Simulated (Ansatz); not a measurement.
# Sc: a Sc atom hops into a vacancy

One Sc atom is taken out of a 2×2×2 supercell of Sc. How high is the barrier for its neighbour Sc13, 3.31 Å away, to move into the hole? The program relaxes both ends, then the band.

Method: DFT PBE, plane waves, PAW, scalar-relativistic, no spin polarisation, in Ansatz 0.2.0.

## 1. Starting point

The cell holds 15 atoms (Sc15): a = 6.683 Å, b = 6.683 Å, c = 10.695 Å, α = 90.00°, β = 90.00°, γ = 120.00°.

The empty site lies at (5.02, 6.74, 4.01) Å, and Sc13 starts at (3.38, 3.86, 4.04) Å. All atoms were shaken by about 0.02 Å to break the symmetry.

Structure file:

```cif
data_structure
_symmetry_space_group_name_H-M 'P 1'
_symmetry_Int_Tables_number 1
_cell_length_a 6.6829
_cell_length_b 6.6829
_cell_length_c 10.6954
_cell_angle_alpha 90.000
_cell_angle_beta 90.000
_cell_angle_gamma 120.000
_cell_volume 413.67
loop_
_atom_site_label
_atom_site_type_symbol
_atom_site_fract_x
_atom_site_fract_y
_atom_site_fract_z
_atom_site_occupancy
Sc1 Sc 0.16190 0.32372 0.12450 1
Sc2 Sc 0.16239 0.33150 0.62179 1
Sc3 Sc 0.33314 0.16495 0.87349 1
Sc4 Sc 0.16721 0.84290 0.12759 1
Sc5 Sc 0.33533 0.66789 0.37480 1
Sc6 Sc 0.16788 0.83529 0.62721 1
Sc7 Sc 0.33246 0.66851 0.87476 1
Sc8 Sc 0.66476 0.33026 0.12524 1
Sc9 Sc 0.83472 0.16847 0.37185 1
Sc10 Sc 0.67077 0.33123 0.62393 1
Sc11 Sc 0.84225 0.16978 0.87385 1
Sc12 Sc 0.66324 0.83056 0.12335 1
Sc13 Sc 0.83960 0.66780 0.37817 1
Sc14 Sc 0.66524 0.83592 0.62380 1
Sc15 Sc 0.83387 0.66743 0.87454 1
```

## 2. Relaxing the ends and the band

crystal.atoms is the first end and neb.final_atoms the second, which differs in Sc13 alone.

Input file input.yaml:

```yaml
crystal:
  lattice:
    - [6.68287, 5.8e-07, 0.0]
    - [-3.3414355, 5.78753571, 0.0]
    - [0.0, 0.0, 10.69543]
  atoms:
    - { symbol: Sc, position: [0.16189858, 0.32371605, 0.12449504] }
    - { symbol: Sc, position: [0.16238757, 0.33150106, 0.62178903] }
    - { symbol: Sc, position: [0.33313789, 0.16495466, 0.87348581] }
    - { symbol: Sc, position: [0.16720789, 0.84289858, 0.12758596] }
    - { symbol: Sc, position: [0.33533216, 0.66788572, 0.3747978] }
    - { symbol: Sc, position: [0.16788378, 0.83529305, 0.62720614] }
    - { symbol: Sc, position: [0.33245552, 0.6685138, 0.87476277] }
    - { symbol: Sc, position: [0.66476449, 0.33026436, 0.12523888] }
    - { symbol: Sc, position: [0.83471883, 0.16847227, 0.37185163] }
    - { symbol: Sc, position: [0.67076596, 0.33123067, 0.62392899] }
    - { symbol: Sc, position: [0.84225361, 0.1697786, 0.87384607] }
    - { symbol: Sc, position: [0.66324224, 0.8305594, 0.12334768] }
    - { symbol: Sc, position: [0.83960231, 0.66779674, 0.3781741] }
    - { symbol: Sc, position: [0.66523857, 0.83592276, 0.62379624] }
    - { symbol: Sc, position: [0.83386688, 0.66743075, 0.87454036] }
kpoints:
  mp_grid: { grid: [3, 3, 2] }
magnetization:
  spin_polarized: false
scf:
  occupations: { method: fermi_dirac, width: 0.1 }
hamiltonian:
  pseudopotentials: { kind: paw }
  xc: pbe
basis:
  ecutwfc: 420
neb:
  images: 3
  relax_end_points: true
  climbing: true
  f_tol: 0.1
  max_iterations: 40
  order_check: false
  final_atoms:
    - { symbol: Sc, position: [0.16189858, 0.32371605, 0.12449504] }
    - { symbol: Sc, position: [0.16238757, 0.33150106, 0.62178903] }
    - { symbol: Sc, position: [0.33313789, 0.16495466, 0.87348581] }
    - { symbol: Sc, position: [0.16720789, 0.84289858, 0.12758596] }
    - { symbol: Sc, position: [0.33533216, 0.66788572, 0.3747978] }
    - { symbol: Sc, position: [0.16788378, 0.83529305, 0.62720614] }
    - { symbol: Sc, position: [0.33245552, 0.6685138, 0.87476277] }
    - { symbol: Sc, position: [0.66476449, 0.33026436, 0.12523888] }
    - { symbol: Sc, position: [0.83471883, 0.16847227, 0.37185163] }
    - { symbol: Sc, position: [0.67076596, 0.33123067, 0.62392899] }
    - { symbol: Sc, position: [0.84225361, 0.1697786, 0.87384607] }
    - { symbol: Sc, position: [0.66324224, 0.8305594, 0.12334768] }
    - { symbol: Sc, position: [1.33339226, 1.16537823, 0.37459345] }
    - { symbol: Sc, position: [0.66523857, 0.83592276, 0.62379624] }
    - { symbol: Sc, position: [0.83386688, 0.66743075, 0.87454036] }
```

On the command line:

```
$ ansatz run input.yaml --threads 4 --pin off --max-ram 8192MiB --backend cpu --events-out ev --progress --plain --runs-dir out
```

Before running it: what results should come out? Wanted: relaxation of the ends; barrier forwards; barrier backwards; second end relative to first; highest image.

The runs gave:

| quantity | value |
| --- | --- |
| relaxation of the ends | 0.082 eV lower, moves up to 0.09 Å; 0.064 eV lower, moves up to 0.09 Å |
| barrier forwards | 0.11 eV |
| barrier backwards | 0.11 eV |
| second end relative to first | 0.000 eV |
| highest image | 2 of 0 to 4, climbing |
| band iterations | 7 |

What this shows: The barrier from the first end is 0.11 eV, 4 times kT at 300 K; with a typical attempt rate of 10^13 per second that is roughly 10^11 events a second. Both ends agree in energy to 1 meV. The input switches the test of curvatures off, so the top was not shown to be a first-order saddle. In 15 atoms the vacancy feels its images, and neither cell size nor mesh was tested.
